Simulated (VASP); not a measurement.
# TiO2 (P4_2/mnm) in VASP: a series of runs, part 3 of 3

VASP 6.6.1. Earlier steps stand in the parts before.

## 5. Dielectric tensor, PBE

File INCAR:

```
SYSTEM = TiO2
PREC = Accurate
ENCUT = 460
EDIFF = 1E-8
ISMEAR = 0
SIGMA = 0.01
LREAL = .FALSE.
LASPH = .TRUE.
NELM = 100
ALGO = Normal
ISIF = 2
LWAVE = .FALSE.
LCHARG = .FALSE.
GGA = PE
LEPSILON = .TRUE.
```

File KPOINTS:

```
regular mesh
0
G
  5 5 7
  0 0 0
```

File POSCAR:

```
TiO2
1.0
    4.5998373239      0.0000000000      0.0000000000
    0.0000000000      4.5998373239      0.0000000000
    0.0000000000      0.0000000000      2.9592135600
Ti O
2 4
Direct
    0.0000000000      0.0000000000      0.5000000000
    0.5000000000      0.5000000000      0.0000000000
    0.3043213200      0.3043213200      0.5000000000
    0.1956786800      0.8043213200      0.0000000000
    0.8043213200      0.1956786800      0.0000000000
    0.6956786800      0.6956786800      0.5000000000
```

Potentials or basis: VASP PAW PBE potentials, release 64 (Ti_sv, O).

Run with:

```console
$ cat potpaw_PBE.64/Ti_sv/POTCAR potpaw_PBE.64/O/POTCAR > POTCAR
$ mpirun -np 1 vasp_std > vasp.out
```

OUTCAR:

```text
SYSTEM = TiO2
   PREC = Accurate
   ENCUT = 460
   EDIFF = 1E-8
   ISMEAR = 0
   LREAL = .FALSE.
   LASPH = .TRUE.
   NELM = 100
   ISIF = 2
   GGA = PE
   LEPSILON = .TRUE.

 Found     24 irreducible k-points:

 Following reciprocal coordinates:
            Coordinates               Weight
  0.000000  0.000000  0.000000      1.000000
  0.200000  0.000000  0.000000      4.000000
  0.400000  0.000000  0.000000      4.000000
  0.200000  0.200000  0.000000      4.000000
  0.400000  0.200000  0.000000      8.000000
  0.400000  0.400000  0.000000      4.000000
   k-points           NKPTS =     24   k-points in BZ     NKDIM =     24   number of bands    NBANDS=     28
   number of dos      NEDOS =    301   number of ions     NIONS =      6
   total plane-waves  NPLWV =  24576
   dimension x,y,z NGX =    32 NGY =   32 NGZ =   24
   dimension x,y,z NGXF=    64 NGYF=   64 NGZF=   48
   ions per type =               2   4
   NGX,Y,Z   is equivalent  to a cutoff of  11.57, 11.57, 13.48 a.u.
   NGXF,Y,Z  is equivalent  to a cutoff of  23.13, 23.13, 26.97 a.u.
 SYSTEM =  TiO2
   PREC   = accura    normal or accurate (medium, high low for compatibility)
   ISTART =      0    job   : 0-new  1-cont  2-samecut
   ICHARG =      2    charge: 1-file 2-atom 10-const
   ISPIN  =      1    spin polarized calculation?
   LNONCOLLINEAR =      F non collinear calculations
   LSORBIT =      F    spin-orbit coupling
   LASPH  =      T    aspherical Exc in radial PAW
   ENCUT  =  460.0 eV  33.81 Ry    5.81 a.u.   8.04  8.04  5.18*2*pi/ulx,y,z
   NELM   =    100;   NELMIN=  2; NELMDL= -5     # of ELM steps
   EDIFF  = 0.1E-07   stopping-criterion for ELM
   LREAL  =      F    real-space projection
   EDIFFG = 0.1E-06   stopping-criterion for IOM
   NSW    =      0    number of steps for IOM
   IBRION =     -1    ionic relax: 0-MD 1-quasi-New 2-CG
   NFREE  =      0    steps in history (QN), initial steepest desc. (CG)
   ISIF   =      2    stress and relaxation
   ISYM   =      2    0-nonsym 1-usesym 2-fastsym
[... 272 lines left out ...]
  ---------------------------------------------------
  free energy    TOTEN  =        -1.16970767 eV

  energy without entropy =       -1.16970767

------------------------ aborting loop because EDIFF is reached ----------------------------------------

--------------------------------------- Ionic step        2  -------------------------------------------

------------------------ aborting loop because EDIFF is reached ----------------------------------------

--------------------------------------- Ionic step        3  -------------------------------------------

 Free energy of the ion-electron system (eV)
  ---------------------------------------------------
  ---------------------------------------------------
  free energy    TOTEN  =        -1.43068627 eV

  energy without entropy =       -1.43068627

------------------------ aborting loop because EDIFF is reached ----------------------------------------

 PIEZOELECTRIC TENSOR FIELD DIRECTION 3  (e Angst)
 -----------------------------------------------------------------------------
    -0.00105  0.00000  0.00000           (  0.00017  0.00000  0.00000)
     0.00000 -0.00105  0.00000           (  0.00000  0.00017  0.00000)
     0.00000  0.00000  0.00033           (  0.00000  0.00000 -0.00042)

 PIEZOELECTRIC TENSOR FIELD DIRECTION 3  (C/m^2)
 -----------------------------------------------------------------------------
    -0.00027  0.00000  0.00000
     0.00000 -0.00027  0.00000
     0.00000  0.00000  0.00009

 MACROSCOPIC STATIC DIELECTRIC TENSOR (including local field effects in DFT)
 ------------------------------------------------------
           7.449608    -0.000000     0.000000
          -0.000000     7.449608     0.000000
           0.000000     0.000000     8.884298
 ------------------------------------------------------

 PIEZOELECTRIC TENSOR (including local field effects)  for field in x, y, z        (e  Angst)
          XX          YY          ZZ          XY          YZ          ZX
  --------------------------------------------------------------------------------
  x     0.00000     0.00000     0.00000     0.00000     0.00000     0.00000
  y     0.00000     0.00000     0.00000     0.00000     0.00000     0.00000
  z     0.00000     0.00000     0.00000     0.00000     0.00000     0.00000

 PIEZOELECTRIC TENSOR (including local field effects)  for field in x, y, z        (C/m^2)
          XX          YY          ZZ          XY          YZ          ZX
  --------------------------------------------------------------------------------
  x     0.00000     0.00000     0.00000     0.00000     0.00000     0.00000
  y     0.00000     0.00000     0.00000     0.00000     0.00000     0.00000
  z     0.00000     0.00000     0.00000     0.00000     0.00000     0.00000

 BORN EFFECTIVE CHARGES (including local field effects) (in |e|, cummulative output)
 ---------------------------------------------------------------------------------
 ion    1
    1     6.33249     1.03161     0.00000
    2     1.03161     6.33249     0.00000
    3     0.00000     0.00000     7.70742
 ion    2
    1     6.33249    -1.03161     0.00000
    2    -1.03161     6.33249     0.00000
    3     0.00000     0.00000     7.70742
 ion    3
    1    -3.16624    -1.81633     0.00000
    2    -1.81633    -3.16624     0.00000
    3     0.00000     0.00000    -3.85371
 ion    4
    1    -3.16624     1.81633     0.00000
    2     1.81633    -3.16624     0.00000
    3     0.00000     0.00000    -3.85371
 ion    5
    1    -3.16624     1.81633     0.00000
    2     1.81633    -3.16624     0.00000
    3     0.00000     0.00000    -3.85371
 ion    6
    1    -3.16624    -1.81633     0.00000
    2    -1.81633    -3.16624     0.00000
    3     0.00000     0.00000    -3.85371
```

Run time: 5.1 min. Hardware: 1 thread of Intel Xeon 6975P-C (Granite Rapids), shared host; peak memory 0.27 GiB.

The run converged, but some of its settings lie outside the range that counts as converged, so its numbers aren't taken as properties of the crystal.

Results:

| Property | Result |
| --- | --- |
| Band gap on the k mesh | 1.84 eV, direct |
| Electronic dielectric tensor (diagonal) | 7.45, 7.45, 8.88 |
| Born charges (mean of the diagonal) | Ti +6.79; O -3.40 e |

Caveat: an odd mesh through Γ misses points on the zone boundary, where band edges often lie.

## 6. Dielectric tensor, PBE

Edit INCAR of step 5 so:

```diff
@@ -2,3 +2,3 @@
 PREC = Accurate
-ENCUT = 460
+ENCUT = 650
 EDIFF = 1E-8
```

KPOINTS is that of step 5.

POSCAR is that of step 5.

Potentials or basis: VASP PAW PBE potentials, release 64 (Ti_sv, O).

Run with:

```console
$ cat potpaw_PBE.64/Ti_sv/POTCAR potpaw_PBE.64/O/POTCAR > POTCAR
$ mpirun -np 1 vasp_std > vasp.out
```

OUTCAR:

```text
SYSTEM = TiO2
   PREC = Accurate
   ENCUT = 650
   EDIFF = 1E-8
   ISMEAR = 0
   LREAL = .FALSE.
   LASPH = .TRUE.
   NELM = 100
   ISIF = 2
   GGA = PE
   LEPSILON = .TRUE.

 Found     24 irreducible k-points:

 Following reciprocal coordinates:
            Coordinates               Weight
  0.000000  0.000000  0.000000      1.000000
  0.200000  0.000000  0.000000      4.000000
  0.400000  0.000000  0.000000      4.000000
  0.200000  0.200000  0.000000      4.000000
  0.400000  0.200000  0.000000      8.000000
  0.400000  0.400000  0.000000      4.000000
   k-points           NKPTS =     24   k-points in BZ     NKDIM =     24   number of bands    NBANDS=     28
[... 340 lines left out ...]

 PIEZOELECTRIC TENSOR (including local field effects)  for field in x, y, z        (e  Angst)
          XX          YY          ZZ          XY          YZ          ZX
  --------------------------------------------------------------------------------
  x     0.00000     0.00000     0.00000     0.00000     0.00000     0.00000
  y     0.00000     0.00000     0.00000     0.00000     0.00000     0.00000
  z     0.00000     0.00000     0.00000     0.00000     0.00000     0.00000

 PIEZOELECTRIC TENSOR (including local field effects)  for field in x, y, z        (C/m^2)
          XX          YY          ZZ          XY          YZ          ZX
  --------------------------------------------------------------------------------
  x     0.00000     0.00000     0.00000     0.00000     0.00000     0.00000
  y     0.00000     0.00000     0.00000     0.00000     0.00000     0.00000
  z     0.00000     0.00000     0.00000     0.00000     0.00000     0.00000

 BORN EFFECTIVE CHARGES (including local field effects) (in |e|, cummulative output)
 ---------------------------------------------------------------------------------
 ion    1
    1     6.33414     1.03182     0.00000
    2     1.03182     6.33414     0.00000
    3     0.00000     0.00000     7.70897
 ion    2
    1     6.33414    -1.03182     0.00000
    2    -1.03182     6.33414     0.00000
    3     0.00000     0.00000     7.70897
 ion    3
    1    -3.16707    -1.81665     0.00000
    2    -1.81665    -3.16707     0.00000
    3     0.00000     0.00000    -3.85448
 ion    4
    1    -3.16707     1.81665     0.00000
    2     1.81665    -3.16707     0.00000
    3     0.00000     0.00000    -3.85448
 ion    5
    1    -3.16707     1.81665     0.00000
    2     1.81665    -3.16707     0.00000
    3     0.00000     0.00000    -3.85448
 ion    6
    1    -3.16707    -1.81665     0.00000
    2    -1.81665    -3.16707     0.00000
    3     0.00000     0.00000    -3.85448
```

stdout:

```text
POSCAR found type information on POSCAR TiO
 POSCAR found :  2 types and       6 ions
 scaLAPACK will be used
 LDA part: xc-table for (Slater+PW92), standard interpolation
 POSCAR, INCAR and KPOINTS ok, starting setup
 FFT: planning ... GRIDC
 FFT: planning ... GRID_SOFT
 FFT: planning ... GRID
 WAVECAR not read
 entering main loop
 Linear response reoptimize wavefunctions to high precision
 Linear response G [H, r] |phi>, progress :
  Direction:   1
 Linear response G [H, r] |phi>, progress :
  Direction:   2
 Linear response G [H, r] |phi>, progress :
  Direction:   3
 Linear response to external field (no local field effect), progress :
  Direction:   1
 dielectric tensor                  component  1 :     7.892    -0.504    -1.391
 Linear response to external field (no local field effect), progress :
  Direction:   2
 dielectric tensor                  component  2 :    -0.504     7.408    -0.241
 Linear response to external field (no local field effect), progress :
  Direction:   3
 dielectric tensor                  component  3 :    -1.391    -0.241     8.996
 Linear response to external field, progress :
  Direction:   1
 dielectric tensor                  component  1 :     7.450    -0.445    -0.832
 Linear response to external field, progress :
  Direction:   2
 dielectric tensor                  component  2 :    -0.446     7.450    -0.831
 Linear response to external field, progress :
  Direction:   3
 dielectric tensor                  component  3 :    -1.389    -0.241     8.885
 Born effective charges drift removed
```

Wall time 11 min (1 thread of Intel Xeon 6975P-C (Granite Rapids), shared host); peak memory 0.39 GiB.

These settings aren't checked as converged: the numbers below hold their error.

Results:

* Band gap on the k mesh: 1.84 eV, direct
* Electronic dielectric tensor (diagonal): 7.45, 7.45, 8.88
* Born charges (mean of the diagonal): Ti +6.79; O -3.40 e

Caveat: an odd mesh through Γ misses points on the zone boundary, where band edges often lie.
